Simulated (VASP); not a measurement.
# Sn: molecular dynamics at constant energy

Sn, I4_1/amd (no. 141), 16 atoms in the cell. PBE, molecular dynamics; PAW potentials Sn (PBE set).

Ensemble: NVE; Starting temperature (K): 600.

## Input

INCAR:
```
SYSTEM = Sn
ALGO = Fast ; ANDERSEN_PROB = 0.0
EDIFF = 1E-6 ; ENCUT = 200
GGA = PE ; IBRION = 0
ISIF = 2 ; ISMEAR = -1
ISYM = 0 ; KPAR = 2
LASPH = .TRUE. ; LCHARG = .FALSE.
LREAL = Auto ; LWAVE = .FALSE.
MDALGO = 1 ; NELM = 60
NELMIN = 4 ; NSW = 60
POTIM = 4.0 ; PREC = Normal
RANDOM_SEED = 942417 0 0 ; SIGMA = 0.05
TEBEG = 600
```

KPOINTS:
```
k-points
0
Monkhorst-Pack
  2 2 1
```

POSCAR:
```
Sn
1.0
    5.8802809106      0.0000000000      0.0000000000
    0.0000000000      5.8802809106      0.0000000000
    0.0000000000      0.0000000000     12.7944159112
Sn
16
Direct
    0.0000000000      0.0000000000      0.0000000000
    0.0000000000      0.0000000000      0.2500000000
    0.0000000000      0.0000000000      0.5000000000
    0.0000000000      0.0000000000      0.7500000000
    0.0000000000      0.5000000000      0.0625000000
    0.0000000000      0.5000000000      0.3125000000
    0.0000000000      0.5000000000      0.5625000000
    0.0000000000      0.5000000000      0.8125000000
    0.5000000000      0.5000000000      0.1250000000
    0.5000000000      0.5000000000      0.3750000000
    0.5000000000      0.5000000000      0.6250000000
    0.5000000000      0.5000000000      0.8750000000
    0.5000000000      0.0000000000      0.1875000000
    0.5000000000      0.0000000000      0.4375000000
    0.5000000000      0.0000000000      0.6875000000
    0.5000000000      0.0000000000      0.9375000000
```

Commands:
```
cat potpaw_PBE.64/Sn/POTCAR > POTCAR
mpirun -np 2 vasp_std > vasp.out
```

## Result

- Rise of the mean potential energy above the start (meV/atom): 30.4
- Mean temperature (K): 349
- Electronic steps per ionic step after the first: 4.4

Course of the run:

| Time (fs) | Temperature (K) | Potential energy less the first (meV/atom) |
|---|---|---|
| 4 | 600 | 0.0 |
| 24 | 536 | 7.7 |
| 40 | 423 | 21.4 |
| 60 | 299 | 36.5 |
| 76 | 271 | 40.0 |
| 96 | 320 | 34.0 |
| 112 | 373 | 27.5 |
| 132 | 391 | 25.4 |
| 148 | 357 | 29.5 |
| 168 | 294 | 37.1 |
| 184 | 263 | 40.8 |
| 204 | 262 | 41.0 |
| 220 | 274 | 39.5 |
| 240 | 284 | 38.3 |

The mean temperature lies below the starting 600 K, since the atoms start on their sites and part of their kinetic energy turns into potential energy.

REPORT:
```
MDALGO =   1
         ANDERSEN_PROB =  0.00000000
               SCALING =       0
                 CNEXP =     9.000   14.000
           RANDOM_SEED =            942417                0                0

   original number of atomic DOF:         45
   number of independent constraints:      0
   number of active DOF:                  45

========================================
         MD step No.       1
========================================

  Atomic velocities initialized by STEP_tb

  >Energies
                    E_tot             E_pot             E_kin               EPS                ES
   e_b>   -0.57847087E+02   -0.59010435E+02    0.11633477E+01    0.00000000E+00    0.00000000E+00

  >Temperature
               T_sim     T_inst
   tmprt>    600.000    600.000

  >Thermostat, num. of collisions:                0

           RANDOM_SEED =            942417              192                0

[... steps left out ...]

========================================
         MD step No.      60
========================================

  >Energies
                    E_tot             E_pot             E_kin               EPS                ES
   e_b>   -0.57846787E+02   -0.58397731E+02    0.55094395E+00    0.00000000E+00    0.00000000E+00

  >Temperature
               T_sim     T_inst
   tmprt>    600.000    284.151

  >Thermostat, num. of collisions:                0

           RANDOM_SEED =            942417             5856                0
```

OSZICAR:
```
N       E                     dE             d eps       ncg     rms          rms(c)
DAV:   1     0.125830063930E+03    0.12583E+03   -0.12272E+04   164   0.559E+02
DAV:   2    -0.459967478783E+02   -0.17183E+03   -0.16193E+03   190   0.116E+02
DAV:   3    -0.589782651492E+02   -0.12982E+02   -0.12564E+02   200   0.330E+01
DAV:   4    -0.593280465323E+02   -0.34978E+00   -0.33564E+00   214   0.530E+00
DAV:   5    -0.593382717531E+02   -0.10225E-01   -0.10171E-01   191   0.798E-01    0.690E+00
RMM:   6    -0.591433058863E+02    0.19497E+00   -0.41012E-02   164   0.919E-01    0.413E+00
RMM:   7    -0.590075558719E+02    0.13575E+00   -0.12354E-01   166   0.162E+00    0.202E-01
RMM:   8    -0.590101920824E+02   -0.26362E-02   -0.14047E-02   167   0.588E-01    0.565E-02
RMM:   9    -0.590103428012E+02   -0.15072E-03   -0.13517E-03   173   0.160E-01    0.222E-02
RMM:  10    -0.590103936168E+02   -0.50816E-04   -0.31782E-04   180   0.587E-02    0.114E-02
RMM:  11    -0.590104275466E+02   -0.33930E-04   -0.80928E-05   186   0.261E-02    0.350E-03
RMM:  12    -0.590104336072E+02   -0.60605E-05   -0.12589E-05   143   0.894E-03    0.224E-03
[... left out ...]
     58 T=   282. E= -.57846806E+02 F= -.58393238E+02 E0= -.58377148E+02  EK= 0.54643E+00 SP= 0.00E+00 SK= 0.00E+00
     59 T=   283. E= -.57846832E+02 F= -.58396182E+02 E0= -.58380140E+02  EK= 0.54935E+00 SP= 0.00E+00 SK= 0.00E+00
[... last step whole ...]
       N       E                     dE             d eps       ncg     rms          rms(c)
DAV:   1    -0.583976976540E+02   -0.15158E-02   -0.15978E-03   294   0.654E-01    0.267E-03
RMM:   2    -0.583977251375E+02   -0.27484E-04   -0.30877E-04   164   0.467E-02    0.124E-03
RMM:   3    -0.583977300012E+02   -0.48637E-05   -0.44688E-05   174   0.183E-02    0.999E-04
RMM:   4    -0.583977306919E+02   -0.69070E-06   -0.66768E-06   124   0.714E-03
     60 T=   284. E= -.57846787E+02 F= -.58397731E+02 E0= -.58381804E+02  EK= 0.55094E+00 SP= 0.00E+00 SK= 0.00E+00
```

Limits: 240 fs of 16 atoms are too short for converged averages.

VASP 6.6.1 took 572 s on 2 cores (Intel Xeon Platinum 8259CL @ 2.50GHz (Skylake/Cascade Lake)), a shared host.
